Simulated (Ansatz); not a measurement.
**Structure types of La compared at 15 GPa**

Structure types of La are relaxed in primitive cells with their symmetry kept at 15 GPa, on PAW files; LAPW relaxes the small cells further and takes the PAW cell for the others (marked *). The enthalpy is E + pV at zero temperature, without zero-point motion. Only the types listed were tried, and differences under about 5 meV/atom are mesh noise. Not among the end structures: fcc, which may lie lower.

All numbers are PBE results (scalar-relativistic) from Ansatz 0.2.0, with Fermi–Dirac smearing of 0.1 eV, no spin polarisation. Methods: LAPW: all electrons, basis error target 0.5 meV/atom; PAW: frozen-core files, cutoff 420 eV.

k meshes: bcc 15×15×15, hcp 13×13×7, omega 7×7×10, dhcp 11×11×3, sc 13×13×13.

Spin–orbit coupling is left out, which matters for the heavy atoms.

Question: Which type is lowest in enthalpy, and by how much?

Answer: dhcp, 32 meV/atom below hcp. The whole table:

| start type | ends as | a, b, c (Å) | V (Å³/atom) | H − H(lowest), LAPW (meV/atom) | same, PAW |
| --- | --- | --- | --- | --- | --- |
| bcc | bcc, Im-3m | 3.747, 3.747, 3.747 | 26.30 | 172.4 | 172.8 |
| hcp | hcp, P6_3/mmc | 3.296, 3.296, 5.489 | 25.82 | 32.4 | 32.4 |
| omega | omega, P6/mmm | 5.334, 5.334, 3.188 | 26.19 | 48.2 | 48.2 |
| dhcp* | dhcp, P6_3/mmc | 3.338, 3.338, 10.738 | 25.90 | 0.0 | 0.0 |
| sc | sc, Pm-3m | 2.973, 2.973, 2.973 | 26.28 | 500.6 | 500.3 |

Question: Split the lead of dhcp over hcp into energy and pV.

Answer: For hcp less dhcp: ΔE = +40.2 meV/atom, and p·ΔV = 15 GPa × -0.0836 Å³ × 6.242 meV/(GPa·Å³) = -7.8 meV/atom, together 32.4 meV/atom. dhcp wins by its internal energy, though it is the less dense.
